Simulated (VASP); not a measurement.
## TaN: relaxation of cell and atoms with PBE

TaN:

```xyz
2
Lattice="2.9380 0.0000 0.0000 -1.4690 2.5444 0.0000 0.0000 0.0000 2.8830" Properties=species:S:1:pos:R:3 pbc="T T T"
Ta    0.0000    1.6963    1.4415
N     0.0000    0.0000    0.0000
```

```yaml
Program: VASP 6.6.1
Task: relaxation of cell and atoms
Functional: PBE
Potentials_or_basis: VASP PAW PBE potentials, release 64 (Ta_pv, N)
Cutoff: 600 eV
k_mesh: 12 × 12 × 8
Occupations: fermi-dirac, width 0.02 eV
Spin: no spin polarisation
Dipole_correction: no
Further_INCAR_settings: ALGO = Normal; EDIFF = 1e-06; IBRION = 2; EDIFFG = -0.005; NSW = 80; ISIF = 3
```

The relaxed volume is 10.94 Å³/atom and the relaxed cell is a = 2.951 Å, b = 2.951 Å, c = 2.900 Å, α = 90.00°, β = 90.00°, γ = 120.00°. The space group after relaxing (to 0.05 Å) is P-6m2 (No. 187) and the energy gained by relaxing is 2.7 meV/atom. The ionic steps are 4 and the pressure after relaxing is 0.0 GPa. The band gap on the k mesh is none (metal or under the smearing width).

Step by step:
```
step  energy change (eV)  largest force (eV/Å)  pressure (GPa)  volume (Å³)
   1              0.0000                0.0000            5.30        21.55
   2              0.0247                0.0000          -11.38        22.68
   3             -0.0054                0.0000           -0.05        21.88
   4             -0.0054                0.0000            0.04        21.87
```

Final structure:
```cif
data_structure
_symmetry_space_group_name_H-M 'P 1'
_symmetry_Int_Tables_number 1
_cell_length_a 2.9512
_cell_length_b 2.9512
_cell_length_c 2.9000
_cell_angle_alpha 90.000
_cell_angle_beta 90.000
_cell_angle_gamma 120.000
_cell_volume 21.87
loop_
_atom_site_label
_atom_site_type_symbol
_atom_site_fract_x
_atom_site_fract_y
_atom_site_fract_z
_atom_site_occupancy
Ta1 Ta 0.33333 0.66667 0.50000 1
N1 N 0.00000 0.00000 0.00000 1
```

Levels at points of the mesh, in eV from the Fermi level:
```
           k point  band 6  band 7  band 8  band 9  band 10  band 11
(0.00, 0.00, 0.00)   -4.57   -4.23   -3.00    2.03     3.43     3.43
(0.50, 0.00, 0.00)   -5.21   -3.50   -3.23    2.87     3.86     5.05
(0.00, 0.00, 0.50)   -3.77   -3.77   -0.17   -0.17     2.26     3.22
(0.50, 0.00, 0.50)   -6.21   -5.67   -0.48    3.97     5.16     5.82
```

Wall time 33 s on 1 thread of Intel(R) Xeon(R) Platinum 8488C (Sapphire Rapids), with other jobs on the host, peak memory 0.17 GiB.

The run has no spin-orbit coupling, so splittings on Ta are missing. Zero-point motion and thermal expansion aren't in these numbers.
